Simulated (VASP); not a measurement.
# ZnInGaO4 (R3m) in VASP: a series of runs

The runs below take ZnInGaO4 through single point, with PBE.

Everything below comes from runs of VASP 6.6.1. Logs are shortened: lines on timing, memory, paths and dates and some standing lists are left out, and cuts for length are marked.

## Step 1: Starting point

Symmetry: R3m, No. 160, trigonal system. The conventional cell has a = 3.361 Å, b = 3.361 Å, c = 26.140 Å, α = 90.00°, β = 90.00°, γ = 120.00°. Around In (site symmetry 3m) lie 6 O at 2.22 to 2.23 Å. Ga (site symmetry 3m) has 5 O at 1.94 to 2.00 Å as nearest neighbours. Around Zn (site symmetry 3m) lie 4 O at 2.01 to 2.02 Å. O (site symmetry 3m) is surrounded by 1 Ga at 2.00 Å and 3 Zn at 2.02 Å. O (site symmetry 3m) is surrounded by 3 Ga at 1.94 Å. O (site symmetry 3m) has 1 Ga at 1.98 Å and 3 In at 2.23 Å as nearest neighbours. Around O (site symmetry 3m) lie 1 Zn at 2.01 Å and 3 In at 2.22 Å.

The cell comes from a database or a generator and needn't be the stable form of this composition.

## Step 2: Single point, PBE, spin-orbit coupling, no magnetisation

INCAR reads:

```
PREC = Accurate
ENCUT = 280
EDIFF = 1E-7
ISMEAR = 0
SIGMA = 0.02
LREAL = F
LASPH = T
NELM = 100
ALGO = Normal
ISIF = 2
LWAVE = F
LCHARG = F
MAGMOM = 0 0 0 0 0 0 0 0 0 0 0 0 0 0 0 0 0 0 0 0 0
LORBIT = 11
LSORBIT = T
GGA_COMPAT = F
GGA = PE
NBANDS = 78
```

KPOINTS reads:

```
Automatic mesh
0
Gamma
  2 2 2
```

POSCAR reads:

```
ZnInGaO4
1.0
    1.6803268679      0.9701371695      8.7134054620
   -1.6803268679      0.9701371695      8.7134054620
    0.0000000000     -1.9402743390      8.7134054620
In Ga Zn O
1 1 1 4
Direct
    0.0027680000      0.0027680000      0.0027680000
    0.7870340000      0.7870340000      0.7870340000
    0.2183820000      0.2183820000      0.2183820000
    0.8635990000      0.8635990000      0.8635990000
    0.1217170000      0.1217170000      0.1217170000
    0.7113580000      0.7113580000      0.7113580000
    0.2951430000      0.2951430000      0.2951430000
```

Potentials or basis: VASP PAW PBE potentials, release 64 (In_d, Ga_d, Zn, O).

On the command line:

```bash
$ cat potpaw_PBE.64/In_d/POTCAR potpaw_PBE.64/Ga_d/POTCAR potpaw_PBE.64/Zn/POTCAR potpaw_PBE.64/O/POTCAR > POTCAR
$ mpirun -np 1 vasp_ncl > vasp.out
```

OUTCAR:

```text
PREC = Accurate
   ENCUT = 280
   EDIFF = 1E-7
   ISMEAR = 0
   LREAL = F
   LASPH = T
   NELM = 100
   ISIF = 2
   LORBIT = 11
   LSORBIT = T
   GGA = PE

 Found      4 irreducible k-points:

 Following reciprocal coordinates:
            Coordinates               Weight
  0.000000  0.000000  0.000000      1.000000
  0.500000  0.000000 -0.000000      3.000000
  0.500000  0.500000 -0.000000      3.000000
  0.500000  0.500000  0.500000      1.000000
   k-points           NKPTS =      4   k-points in BZ     NKDIM =      4   number of bands    NBANDS=     78
   number of dos      NEDOS =    301   number of ions     NIONS =      7
   total plane-waves  NPLWV = 125000
   dimension x,y,z NGX =    50 NGY =   50 NGZ =   50
   dimension x,y,z NGXF=   100 NGYF=  100 NGZF=  100
   ions per type =               1   1   1   4
   NGX,Y,Z   is equivalent  to a cutoff of   9.31,  9.31,  9.31 a.u.
   NGXF,Y,Z  is equivalent  to a cutoff of  18.62, 18.62, 18.62 a.u.
 SYSTEM =  unknown system
   PREC   = accura    normal or accurate (medium, high low for compatibility)
   ISTART =      0    job   : 0-new  1-cont  2-samecut
   ICHARG =      2    charge: 1-file 2-atom 10-const
   ISPIN  =      1    spin polarized calculation?
   LNONCOLLINEAR =      T non collinear calculations
   LSORBIT =      T    spin-orbit coupling
   LASPH  =      T    aspherical Exc in radial PAW
   ENCUT  =  280.0 eV  20.58 Ry    4.54 a.u.  12.18 12.18 12.18*2*pi/ulx,y,z
   NELM   =    100;   NELMIN=  2; NELMDL= -5     # of ELM steps
   EDIFF  = 0.1E-06   stopping-criterion for ELM
   LREAL  =      F    real-space projection
   EDIFFG = 0.1E-05   stopping-criterion for IOM
   NSW    =      0    number of steps for IOM
   IBRION =     -1    ionic relax: 0-MD 1-quasi-New 2-CG
   NFREE  =      0    steps in history (QN), initial steepest desc. (CG)
   ISIF   =      2    stress and relaxation
   ISYM   =      2    0-nonsym 1-usesym 2-fastsym
   POTIM  = 0.5000    time-step for ionic-motion
   TEBEG  =    0.0;   TEEND  =   0.0 temperature during run
   PSTRESS=    0.0 pullay stress
   NELECT =      62.0000    total number of electrons
   NUPDOWN=      -1.0000    fix difference up-down
   EMIN   =  10.00;   EMAX   =-10.00  energy-range for DOS
   EFERMI =   0.00;   METHOD = LEGACY
   ISMEAR =     0;   SIGMA  =   0.02  broadening in eV -4-tet -1-fermi 0-gaus
   EFERMI_NEDOS =   21; number of points for ismear=-14 and -15
   IALGO  =     38    algorithm
   IMIX   =      4    mixing-type and parameters
     AMIX     =   0.40;   BMIX     =  1.00
     AMIX_MAG =   1.60;   BMIX_MAG =  1.00
  volume/ion in A,a.u.               =      12.17        82.16
  Fermi-wavevector in a.u.,A,eV,Ry     =   1.472369  2.782374 29.495673  2.167871
  Thomas-Fermi vector in A             =   2.587392
   LORBIT       =     11    0 simple, 1 ext, 2 COOP (PROOUT), +10 PAW based schemes
   GGA     = PE    functional components
   LHFCALC =     F    Hartree Fock is set to
   AEXX    =    0.0000 exact exchange contribution
   IVDW    =     0    specifies the selected vdW correction
   LEPSILON=     F    determine dielectric tensor
   LRPA    =     F    only Hartree local field effects (RPA)
 Gauss-broadening in eV      SIGMA  =   0.02
  energy-cutoff  :      280.00
  volume of cell :       85.22
 maximum number of plane-waves:      1848
 NGX is ok and might be reduce to    50
   NGX = 25   NGY = 25   NGZ = 25

 number of electron      61.9999983 magnetization       0.0000000     -0.0000000     -0.0000000

 number of electron      61.9999983 magnetization       0.0000000      0.0000000      0.0000000

 number of electron      61.9999983 magnetization       0.0000000     -0.0000000      0.0000000

 Free energy of the ion-electron system (eV)
  ---------------------------------------------------
  ext. energy  EPLUGINS =         0.00000000
  ---------------------------------------------------
  free energy    TOTEN  =       -37.30972294 eV

  energy without entropy =      -37.30972294  energy(sigma->0) =      -37.30972294

 E-fermi :   3.7876     XC(G=0): -10.9667

 val. band max:        3.6286148894   @ k =   0.0000   0.0000   0.0000
 cond. band min:       4.5706468284   @ k =   0.0000   0.0000   0.0000
 fundamental gap:      0.9420319390
 Fermi energy:         3.7876360183

 k-point     1 :       0.0000    0.0000    0.0000
  band No.  band energies     occupation
      1     -14.9864      1.00000
      2     -14.9864      1.00000
      3     -14.1162      1.00000
      4     -14.1162      1.00000
      5     -13.5798      1.00000
      6     -13.5798      1.00000
[... 66 lines left out ...]
     73      13.8172      0.00000
     74      13.8172      0.00000

 k-point     2 :       0.5000    0.0000   -0.0000
  band No.  band energies     occupation
      1     -14.3023      1.00000
      2     -14.3023      1.00000
      3     -13.7947      1.00000
      4     -13.7947      1.00000
      5     -13.3767      1.00000
      6     -13.3767      1.00000
[... 66 lines left out ...]
     73      12.4830      0.00000
     74      12.4830      0.00000

 k-point     3 :       0.5000    0.5000   -0.0000
  band No.  band energies     occupation
      1     -14.2986      1.00000
      2     -14.2986      1.00000
      3     -13.7920      1.00000
      4     -13.7920      1.00000
      5     -13.4296      1.00000
      6     -13.4296      1.00000
[... 66 lines left out ...]
     73      12.5944      0.00000
     74      12.5944      0.00000

 k-point     4 :       0.5000    0.5000    0.5000
  band No.  band energies     occupation
      1     -14.9698      1.00000
      2     -14.9698      1.00000
      3     -14.1905      1.00000
      4     -14.1905      1.00000
      5     -13.5373      1.00000
      6     -13.5373      1.00000
[... 66 lines left out ...]
     73      13.8240      0.00000
     74      13.8240      0.00000
 [bands above 74 left out]

------------------------ aborting loop because EDIFF is reached ----------------------------------------

  FORCE on cell =-STRESS in cart. coord.  units (eV):
  Direction    XX          YY          ZZ          XY          YZ          ZX
  --------------------------------------------------------------------------------------
  -------------------------------------------------------------------------------------
  Total      -24.7230790    -24.7230790    -28.3934983      0.0000000     -0.0000000      0.0000000
  in kB     -464.7795898   -464.7795897   -533.7813503      0.0000000     -0.0000000      0.0000000
  external PRESSURE =    -487.7801766 kB  Pullay stress =       0.0000000 kB

 VOLUME and BASIS-vectors are now :
 -----------------------------------------------------------------------------
  energy-cutoff  :      280.00
  volume of cell :       85.22
      direct lattice vectors                 reciprocal lattice vectors
     1.680326868  0.970137169  8.713405462     0.297561153  0.171797012  0.038255230
    -1.680326868  0.970137169  8.713405462    -0.297561153  0.171797012  0.038255230
     0.000000000 -1.940274339  8.713405462     0.000000000 -0.343594023  0.038255230

 POSITION                                       TOTAL-FORCE (eV/Angst)
 -----------------------------------------------------------------------------------
      0.00000      0.00000      0.07236         0.000000      0.000000      0.088790
      0.00000      0.00000     20.57324         0.000000      0.000000      0.020072
      0.00000      0.00000      5.70855         0.000000      0.000000      0.089868
      0.00000      0.00000     22.57466         0.000000     -0.000000     -0.613747
      0.00000      0.00000      3.18171         0.000000      0.000000      0.087482
      0.00000      0.00000     18.59505         0.000000      0.000000      0.280352
      0.00000      0.00000      7.71510         0.000000      0.000000      0.047184
 -----------------------------------------------------------------------------------
    total drift:                                0.000000      0.000000      0.001968

  FREE ENERGIE OF THE ION-ELECTRON SYSTEM (eV)
  ---------------------------------------------------
  free  energy   TOTEN  =       -37.3097229405 eV

  energy  without entropy=      -37.3097229405  energy(sigma->0) =      -37.30972294

 Spin-Orbit-Coupling matrix elements

 Ion:    1  E_soc:     -0.0549641
 l=   1
     0.0000000    -0.0031747    -0.0035015
    -0.0031747     0.0000000    -0.0031747
    -0.0035015    -0.0031747     0.0000000
 l=   2
     0.0000000    -0.0011632     0.0000000    -0.0011632    -0.0046762
    -0.0011632     0.0000000    -0.0035707    -0.0011606    -0.0011632
     0.0000000    -0.0035707     0.0000000    -0.0035707     0.0000000
    -0.0011632    -0.0011606    -0.0035707     0.0000000    -0.0011632
    -0.0046762    -0.0011632     0.0000000    -0.0011632     0.0000000
 l=   3
     0.0000000     0.0000000     0.0000000     0.0000000     0.0000000     0.0000000     0.0000000
     0.0000000     0.0000000     0.0000000     0.0000000     0.0000000     0.0000000     0.0000000
     0.0000000     0.0000000     0.0000000     0.0000000     0.0000000     0.0000000     0.0000000
     0.0000000     0.0000000     0.0000000     0.0000000     0.0000000     0.0000000     0.0000000
     0.0000000     0.0000000     0.0000000     0.0000000     0.0000000     0.0000000     0.0000000
     0.0000000     0.0000000     0.0000000     0.0000000     0.0000000     0.0000000     0.0000000
     0.0000000     0.0000000     0.0000000     0.0000000     0.0000000     0.0000000     0.0000000
[... 101 lines left out ...]
 Ion:    7  E_soc:     -0.0002436
 l=   1
     0.0000000    -0.0000416    -0.0000386
    -0.0000416     0.0000000    -0.0000416
    -0.0000386    -0.0000416     0.0000000
 l=   2
     0.0000000     0.0000000     0.0000000     0.0000000     0.0000000
     0.0000000     0.0000000     0.0000000     0.0000000     0.0000000
     0.0000000     0.0000000     0.0000000     0.0000000     0.0000000
     0.0000000     0.0000000     0.0000000     0.0000000     0.0000000
     0.0000000     0.0000000     0.0000000     0.0000000     0.0000000
 l=   3
     0.0000000     0.0000000     0.0000000     0.0000000     0.0000000     0.0000000     0.0000000
     0.0000000     0.0000000     0.0000000     0.0000000     0.0000000     0.0000000     0.0000000
     0.0000000     0.0000000     0.0000000     0.0000000     0.0000000     0.0000000     0.0000000
     0.0000000     0.0000000     0.0000000     0.0000000     0.0000000     0.0000000     0.0000000
     0.0000000     0.0000000     0.0000000     0.0000000     0.0000000     0.0000000     0.0000000
     0.0000000     0.0000000     0.0000000     0.0000000     0.0000000     0.0000000     0.0000000
     0.0000000     0.0000000     0.0000000     0.0000000     0.0000000     0.0000000     0.0000000

 total charge

# of ion       s       p       d       tot
------------------------------------------
    1        0.620   0.581  10.037  11.238
    2        0.663   0.751  10.232  11.646
    3        0.416   0.438   9.894  10.748
    4        1.679   3.567   0.000   5.245
    5        1.685   3.606   0.000   5.291
    6        1.692   3.559   0.000   5.251
    7        1.683   3.551   0.000   5.234
--------------------------------------------------
tot          8.437  16.053  30.163  54.653

 magnetization (x)

# of ion       s       p       d       tot
------------------------------------------
    1        0.000   0.000   0.000   0.000
    2        0.000  -0.000   0.000  -0.000
    3       -0.000   0.000   0.000  -0.000
    4        0.000  -0.000   0.000  -0.000
    5        0.000  -0.000   0.000  -0.000
    6        0.000   0.000   0.000   0.000
    7        0.000  -0.000   0.000  -0.000
--------------------------------------------------
tot          0.000  -0.000   0.000  -0.000

 magnetization (y)

# of ion       s       p       d       tot
------------------------------------------
    1        0.000   0.000   0.000   0.000
    2        0.000   0.000  -0.000  -0.000
    3       -0.000   0.000   0.000  -0.000
    4        0.000   0.000   0.000   0.000
    5        0.000   0.000   0.000   0.000
    6        0.000   0.000   0.000   0.000
    7        0.000   0.000   0.000   0.000
--------------------------------------------------
tot          0.000   0.000  -0.000  -0.000

 magnetization (z)

# of ion       s       p       d       tot
------------------------------------------
    1        0.000   0.000   0.000   0.000
    2        0.000   0.000   0.000   0.000
    3        0.000   0.000   0.000   0.000
    4        0.000   0.000   0.000   0.000
    5        0.000   0.000   0.000   0.000
    6        0.000   0.000   0.000   0.000
    7        0.000   0.000   0.000   0.000
--------------------------------------------------
tot          0.000   0.000   0.000   0.000
```

It took 2.7 min on 1 thread of Intel Xeon Platinum 8559C (Emerald Rapids), shared host; peak memory 0.81 GiB.

The run converged, but a check on its numbers failed (symmetry, net force, bounds or a known fault of this set-up), so they aren't taken as properties of the crystal.

Caveat: the k mesh is coarse (spacing up to 1.09 Å⁻¹), so the values aren't converged; the cutoff lies under the usual one of these potentials, so the numbers hold a large basis-set error; a pressure of tens of GPa on the cell as given is suspect, and the run, the potentials or the cell itself is likely at fault.

## Step 3: Single point, PBE, spin-orbit coupling, no magnetisation

INCAR, as its differences from that of step 2:

```diff
@@ -1,3 +1,3 @@
 PREC = Accurate
-ENCUT = 280
+ENCUT = 400
 EDIFF = 1E-7
```

KPOINTS reads:

```
Automatic mesh
0
Gamma
  3 3 3
```

POSCAR is that of step 2.

Potentials or basis: VASP PAW PBE potentials, release 64 (In_d, Ga_d, Zn, O).

On the command line:

```bash
$ cat potpaw_PBE.64/In_d/POTCAR potpaw_PBE.64/Ga_d/POTCAR potpaw_PBE.64/Zn/POTCAR potpaw_PBE.64/O/POTCAR > POTCAR
$ mpirun -np 1 vasp_ncl > vasp.out
```

It took 9.9 min on 1 thread of Intel Xeon Platinum 8559C (Emerald Rapids), shared host; peak memory 1.2 GiB.

These settings aren't checked as converged: the numbers below hold their error.

What came out:

| Quantity | Value |
| --- | --- |
| Free energy | -37.8229 eV |
| Largest force | 0.068 eV/Å |
| Valence electrons inside the program's atomic spheres | In 11.27; Ga 11.63; Zn 10.76; O 5.04, 5.09, 5.05, 5.03 |

Caveat: the k mesh is coarse (spacing up to 0.72 Å⁻¹), so the values aren't converged; the cutoff is under 1.25 times the usual one of these potentials, so pressure, stress and relaxed cells hold a basis-set (Pulay) error.

## Step 4: Single point, PBE, spin-orbit coupling, no magnetisation

INCAR, as its differences from that of step 3:

```diff
@@ -2,3 +2,3 @@
 ENCUT = 400
-EDIFF = 1E-7
+EDIFF = 1E-4
 ISMEAR = 0
```

KPOINTS reads:

```
Automatic mesh
0
Gamma
  4 4 4
```

POSCAR is that of step 3.

On the command line:

```bash
$ cat potpaw_PBE.64/In_d/POTCAR potpaw_PBE.64/Ga_d/POTCAR potpaw_PBE.64/Zn/POTCAR potpaw_PBE.64/O/POTCAR > POTCAR
$ mpirun -np 1 vasp_ncl > vasp.out
```

Run time: 15 min. Hardware: 1 thread of Intel Xeon Platinum 8559C (Emerald Rapids), shared host; peak memory 1.3 GiB.

These settings aren't checked as converged: the numbers below hold their error.

Results:

| Item | Value |
| --- | --- |
| Free energy | -37.9013 eV |
| Largest force | 0.084 eV/Å |
| Valence electrons inside the program's atomic spheres | In 11.28; Ga 11.63; Zn 10.76; O 5.04, 5.09, 5.05, 5.03 |

Caveat: the k mesh is coarse (spacing up to 0.54 Å⁻¹), so the values aren't converged; the cutoff is under 1.25 times the usual one of these potentials, so pressure, stress and relaxed cells hold a basis-set (Pulay) error.
